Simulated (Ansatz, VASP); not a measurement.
CoSi2 in VASP and in Ansatz

```xyz
3
Lattice="0.0000 2.6369 2.6369 2.6369 0.0000 2.6369 2.6369 2.6369 0.0000" Properties=species:S:1:pos:R:3 pbc="T T T"
Co    0.0000    0.0000    0.0000
Si    1.3185    1.3185    1.3185
Si    3.9554    3.9554    3.9554
```

Alike in both runs: functional LDA; k mesh 14 × 14 × 14; occupations gaussian, width 0.1 eV; no spin polarisation.

Ansatz relaxed the structure, and its values are those at the end. VASP's run is a single point on that final structure, the one shown.

|  | VASP | Ansatz |
| --- | --- | --- |
| version | VASP 6.6.1 | Ansatz 0.2.0 |
| potentials or method | VASP PAW LDA potentials, release 64 (Co, Si) | scalar-relativistic, plane waves, PAW |
| plane-wave cutoff (eV) | 520 | 420 |
| valence electrons in the cell | 17 | 25 |

Ansatz gave:

- gap on the k mesh at the Fermi level (eV): none
- pressure (GPa): 0.0

Problem. What did VASP give for the same quantities?

Solution. gap on the k mesh at the Fermi level (eV): none; pressure (GPa): -0.2.

A gap of «none» marks a metal or a gap that the smearing closes. The two sets of potentials don't hold the same shells in valence.

Spin polarisation is off, so any magnetic state and its effect on volume and gap are missing.
